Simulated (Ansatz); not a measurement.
TiB2, DFT, PBE, all-electron PAW with datasets made for the crystal, scalar-relativistic (Ansatz 0.2.0), on 1 thread of Arm Neoverse V2 (shared host).

Command: `ansatz run input.yaml --threads 1 --pin off --max-ram 3072MiB --backend cpu --events-out ev --progress --plain --runs-dir out`

```yaml
crystal:
  lattice:
    - [3.0259273119, 0.0, 0.0]
    - [-1.5129636559, 2.6205299221, 0.0]
    - [0.0, 0.0, 3.22876771]
  atoms:
    - { symbol: Ti, position: [0.0, 0.0, 0.0] }
    - { symbol: B, position: [0.2066666667, 0.6033333333, 0.5] }
    - { symbol: B, position: [0.7933333333, 0.3966666667, 0.5] }
kpoints:
  mp_grid: { grid: [10, 10, 9] }
scf:
  occupations: { method: fermi_dirac, width: 0.05 }
hamiltonian:
  xc: pbe
  pseudopotentials: { kind: all_electron, datasets: crystal }
output:
  forces: true
  stress: true
  eigenvalues: true
  efg: { contact_densities: true }
```

**Question.** How large is the problem that the program sets up?

**Answer.** 155 irreducible k-points, 1413 plane waves at Γ, 9 bands.

**Question.** About how long does it take, and how much memory?

**Answer.** 53 s of wall time for 10 SCF iterations, with a peak of 1.5 GiB. Times on shared machines scatter by tens of per cent.
